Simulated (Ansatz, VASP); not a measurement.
NbP in VASP and in Ansatz

INCAR

```
PREC = Accurate
ENCUT = 600
EDIFF = 1E-6
ISMEAR = 0
SIGMA = 0.1
LREAL = False
LASPH = True
NELM = 100
ALGO = Normal
ISIF = 3
LWAVE = False
LCHARG = False
GGA = PE
IBRION = 2
NSW = 100
EDIFFG = -0.01
```

File KPOINTS:

```
regular mesh
0
Gamma
  12 12 10
```

File POSCAR:

```
NbP
1.0
    4.2730588006      0.0000000000      0.0000000000
    0.0000000000      4.2730588006      0.0000000000
    0.0000000000      0.0000000000      4.7463771079
Nb P
2 2
Direct
    0.0000000000      0.5000000000      0.0000000000
    0.5000000000      0.0000000000      0.5000000000
    0.5000000000      0.5000000000      0.2500000000
    0.5000000000      0.5000000000      0.7500000000
```

Input for Ansatz:

```yaml
crystal:
  lattice:
    - [4.2730588006, 0.0, 0.0]
    - [0.0, 4.2730588006, 0.0]
    - [0.0, 0.0, 4.7463771079]
  atoms:
    - { symbol: Nb, position: [0.0, 0.5, 0.0] }
    - { symbol: Nb, position: [0.5, 0.0, 0.5] }
    - { symbol: P, position: [0.5, 0.5, 0.25] }
    - { symbol: P, position: [0.5, 0.5, 0.75] }
basis:
  ecutwfc: 420
kpoints:
  mp_grid: { grid: [12, 12, 10] }
hamiltonian:
  xc: pbe
scf:
  occupations: { method: gaussian, width: 0.1 }
output:
  forces: true
  stress: true
  eigenvalues: true
relax:
  adjacent_minimum: "off"
  f_tol: 0.01
  max_steps: 80
  cell: { stress_tol: 0.05 }
```

Change from the starting cell: ordered vacancies on the anion sites of fluorite (P4_2/mmc, No. 131).

Alike in both runs: task relaxation of cell and atoms; functional PBE; k mesh 12 × 12 × 10; occupations gaussian, width 0.1 eV; no spin polarisation.

|  | VASP | Ansatz |
| --- | --- | --- |
| version | VASP 6.6.1 | Ansatz 0.2.0 |
| potentials or method | VASP PAW PBE potentials, release 64 (Nb_sv, P) | scalar-relativistic, plane waves, PAW |
| plane-wave cutoff (eV) | 600 | 420 |
| valence electrons in the cell | 36 | 36 |

```csv
,VASP,Ansatz,Ansatz less VASP
"gap on the k mesh at the Fermi level, each at its own relaxed structure (eV)",none,none,-
relaxed volume (Å³/atom),21.60,21.66,+0.056
relaxed cell length with the largest relative difference (Å),4.767,4.773,+0.0060
```

A gap of «none» marks a metal or a gap that the smearing closes.
